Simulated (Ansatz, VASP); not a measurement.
# Ag in VASP and in Ansatz

Contents of INCAR:

```
ALGO     = Normal         # electronic algorithm
EDIFF    = 1E-8           # SCF threshold, eV
ENCUT    = 520            # plane-wave cutoff, eV
ISIF     = 2              # what is computed and relaxed
ISMEAR   = -1             # smearing method
LASPH    = T              # aspherical terms in the spheres
LCHARG   = F              # write CHGCAR
LEFG     = T            
LREAL    = F              # projectors in reciprocal space
LWAVE    = F              # write WAVECAR
NBANDS   = 12             # bands
NELM     = 60             # most SCF steps
PREC     = Accurate       # precision mode
SIGMA    = 0.05           # smearing width, eV
```

Contents of KPOINTS:

```
k-points
0
Gamma
  15 15 15
```

File POSCAR:

```
Ag
1.0
    0.0000000000      2.1043930000      2.0431000000
    2.1043930000      0.0000000000      2.0431000000
    2.1043930000      2.1043930000      0.0000000000
Ag
1
Direct
    0.0000000000      0.0000000000      0.0000000000
```

Input for Ansatz:

```yaml
crystal:
  lattice:
    - [0.0, 2.104393, 2.0431]
    - [2.104393, 0.0, 2.0431]
    - [2.104393, 2.104393, 0.0]
  atoms:
    - { symbol: Ag, position: [0.0, 0.0, 0.0] }
kpoints:
  mp_grid: { grid: [15, 15, 15] }
scf:
  occupations: { method: fermi_dirac, width: 0.05 }
hamiltonian:
  xc: lda
  pseudopotentials: { kind: paw }
output:
  forces: true
  stress: true
  eigenvalues: true
  efg: { contact_densities: true }
```

Change from the starting cell: equal xx and yy strain of +3 %, PAW files.

Alike in both runs: task electric field gradients; functional LDA; k mesh 15 × 15 × 15; occupations fermi-dirac, width 0.05 eV; no spin polarisation.

|  | VASP | Ansatz |
| --- | --- | --- |
| version | VASP 6.6.1 | Ansatz 0.2.0 |
| potentials or method | VASP PAW LDA potentials, release 64 (Ag) | PAW with Ansatz's default frozen-core files, scalar-relativistic |
| plane-wave cutoff (eV) | 520 | 420 |
| valence electrons in the cell | 11 | 19 |

VASP gave:

```
pressure (GPa)                                                 : -11.9
largest component of the traceless stress (GPa)                : 0.06
Vzz of the field gradient on the site that differs most (V/Å²) : 1.3
```

Problem. Estimate Ansatz's values.

Solution. Pressure (GPa): -12.0; largest component of the traceless stress (GPa): 0.05; Vzz of the field gradient on the site that differs most (V/Å²): 2.2.

The two sets of potentials don't hold the same shells in valence. Ansatz warned: «gradients_without_spin_orbit».
